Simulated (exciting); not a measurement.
# GaAs (F-43m) in exciting: further runs, part 3 of 3

exciting (release sodium). Earlier steps stand in the parts before.

**5. G0W0 quasiparticle levels, PBE**

input.xml reads:

```xml
<input>
  <title>GaAs</title>
  <structure speciespath="./" tshift="false">
    <crystal scale="1">
      <basevect>0.000000000000 5.341972295398 5.341972295398</basevect>
      <basevect>5.341972295398 0.000000000000 5.341972295398</basevect>
      <basevect>5.341972295398 5.341972295398 0.000000000000</basevect>
    </crystal>
    <species speciesfile="As.xml" rmt="2">
      <atom coord="0.750000000000 0.750000000000 0.750000000000"/>
    </species>
    <species speciesfile="Ga.xml" rmt="2">
      <atom coord="0.000000000000 0.000000000000 0.000000000000"/>
    </species>
  </structure>
  <groundstate do="fromscratch" ngridk="5 5 5" rgkmax="7.5" gmaxvr="14" lmaxapw="10" lmaxmat="10" lmaxvr="8" xctype="GGA_PBE" stype="Gaussian" swidth="0.00018375" nempty="10" ValenceRelativity="iora*" epsengy="1e-05" epspot="1e-05" maxscl="60" outputlevel="normal"/>
  <gw taskname="g0w0" ngridq="3 3 3" nempty="50" ibgw="9" nbgw="20" enforceDegeneracy="false" coreflag="xal">
    <mixbasis lmaxmb="3" epsmb="0.0001" gmb="1"/>
    <barecoul basis="mb" barcevtol="0.1"/>
    <freqgrid fgrid="gauleg2" nomeg="16" freqmax="1"/>
    <selfenergy method="ac" singularity="mpb"/>
  </gw>
</input>
```

Potentials or basis: all-electron LAPW+lo, shipped species files, valence relativity iora*.

Command:

```bash
> OMP_NUM_THREADS=1 exciting_smp
```

INFO.OUT:

```text
================================================================================
EXCITING SODIUM started
[... 10 lines left out ...]

 Lattice vectors (cartesian) :
      0.0000000000      5.3419722954      5.3419722954
      5.3419722954      0.0000000000      5.3419722954
      5.3419722954      5.3419722954      0.0000000000

 Reciprocal lattice vectors (cartesian) :
     -0.5880960214      0.5880960214      0.5880960214
      0.5880960214     -0.5880960214      0.5880960214
      0.5880960214      0.5880960214     -0.5880960214

 Unit cell volume                           :     304.8841797692
 Brillouin zone volume                      :       0.8135883391

 Species :    1 (As)
[... 89 lines left out ...]
 Kinetic energy                             :      4294.61442765
 Coulomb energy                             :     -8340.61827286
 Exchange energy                            :      -156.47282976
 Correlation energy                         :        -3.12324353
[... 430 lines left out ...]
 RMS change in effective potential (target) :  0.250138E-08  ( 0.100000E-04)
 Absolute change in total energy   (target) :  0.375496E-06  ( 0.100000E-04)
 Charge distance                   (target) :  0.406981E-09  ( 0.100000E-04)

++++++++++++++++++++++++++++++++++++++++++++++++++++++++++++++++++++++++++++++++
| Convergency criteria checked for the last 2 iterations                       +
| Convergence targets achieved. Performing final SCF iteration                 +
++++++++++++++++++++++++++++++++++++++++++++++++++++++++++++++++++++++++++++++++
 Total energy                               :     -4205.23234301
 _______________________________________________________________
 Fermi energy                               :         0.19199086
 Kinetic energy                             :      4294.66210086
 Coulomb energy                             :     -8340.29882922
 Exchange energy                            :      -156.47103308
 Correlation energy                         :        -3.12458156
[... 14 lines left out ...]
 Estimated fundamental gap                  :         0.01838489
        valence-band maximum at    1      0.0000  0.0000  0.0000
     conduction-band minimum at    1      0.0000  0.0000  0.0000

++++++++++++++++++++++++++++++++++++++++++++++++++++++++++++++++++++++++++++++++
[... 9 lines left out ...]
| EXCITING SODIUM stopped                                                      =
================================================================================
```

GW_INFO.OUT:

```text
================================================================================
=                            GW input parameters                               =
================================================================================

 GW taskname:
[... 195 lines left out ...]
     - symmetry                             :         0.00
     Self-energy                            :       444.73
     - calcselfx                            :       109.73
     - calcselfc                            :       335.00
     - calcvxcnn                            :         2.02
     - input/output                         :         0.00
 _________________________________________________________
 Total                                      :      3512.45
```

EVALQP.DAT:

```text
[... 69 lines left out ...]
  16        0.20660602       0.40204838       0.22501797      -0.30567724      -0.17196850      -0.00292844      -0.50111960       0.19544236       0.01841195       0.78435954
  17        0.25403022       0.45996870       0.27044656      -0.27382702      -0.18486241      -0.00518512      -0.47976550       0.20593848       0.01641634       0.77890884
  18        0.26704010       0.48106449       0.28460836      -0.26955424      -0.19154743      -0.00633453      -0.48357863       0.21402439       0.01756826       0.78161200
  19        0.27611211       0.45653001       0.28358198      -0.24954074      -0.17117370      -0.00502917      -0.42995864       0.18041790       0.00746987       0.80806017
  20        0.34712719       0.53995776       0.35449428      -0.22682750      -0.18356546      -0.00775729      -0.41965807       0.19283057       0.00736708       0.79514265
```

Wall time 59 min (1 thread of AMD EPYC 7R43 (Zen 3), shared host); peak memory 0.7 GiB.

Results:

| Quantity | Value |
| --- | --- |
| Band gap on the k mesh, mean-field level | 0.50 eV, direct |
| All electrons inside the program's atomic spheres | As 30.38; Ga 28.81 (radii As 2.0, Ga 2.0 bohr) |
| Quasiparticle gap | 1.61 eV |
| Least direct quasiparticle gap | 1.61 eV |

Caveat: the basis lacks high local orbitals and the q mesh is coarse, so quasiparticle gaps aren't converged; this odd mesh holds no zone-boundary point such as X or L, so its gap can lie well above the true one.

**6. Against experiment**

Step 5. A measured gap of GaAs is 1.412 eV (direct; 300 K; “Evidence of valence band perturbations in GaAsN/GaAs(001): A combined variable-angle spectroscopic ellipsometry and modulated photoreflectance investigation”, 2008, arxiv:0805.2212); the calculated 1.61 eV misses it by +0.20 eV. 3 values of this kind are on record (1.412 to 1.51 eV); this one was drawn at random among those near their median, those with a stated uncertainty first. Spin-orbit coupling on As, Ga is left out. The value is that of G0W0 on PBE, without temperature or zero-point motion.
